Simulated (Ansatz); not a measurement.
**Electric field gradients in Ag at a changed volume**

The cell is an entry of the Crystallography Open Database (COD), relaxed with PBE at fixed cell and then changed (volume scaled by 1.04, ions relaxed).

```
CELL_PARAMETERS angstrom
2.96856 0.00000 0.00000
-1.48428 2.57085 0.00000
0.00000 0.00000 4.85303
ATOMIC_POSITIONS crystal
Ag 0.33333 0.66667 0.25000
Ag 0.66667 0.33333 0.75000
```

Sites (sets of like atoms) are named by element and the number of their first atom in this list.

Method: Kohn–Sham DFT in Ansatz, PBE, plane waves and PAW, scalar-relativistic, 420 eV cutoff, Γ-centred 18×18×10 k-points, Fermi–Dirac smearing 0.05 eV.

C_Q = eQV_zz/h, which is 24.18 MHz for Q = 1 b and V_zz = 10²¹ V/m²; η = (V_xx − V_yy)/V_zz.

| site | atoms (order as listed) | first shell | V_xx, V_yy, V_zz (10²¹ V/m²) | η | C_Q (MHz) |
| --- | --- | --- | --- | --- | --- |
| Ag | 1, 2 | 12 Ag at 2.97 Å | -0.050, -0.050, 0.10 | 0.00 | – |

An axis of threefold or higher order runs through Ag, so V_zz lies along it and η is zero.

Ag has no stable isotope with a ground-state quadrupole moment in the table, so no C_Q is given.

With no gap above 0.1 eV, as in a metal, the gradients converge slowly in k; expect changes of a tenth or more on a denser mesh. Without spin–orbit coupling (the program notes it for Ag) the gradients can shift somewhat, as the gap is small.
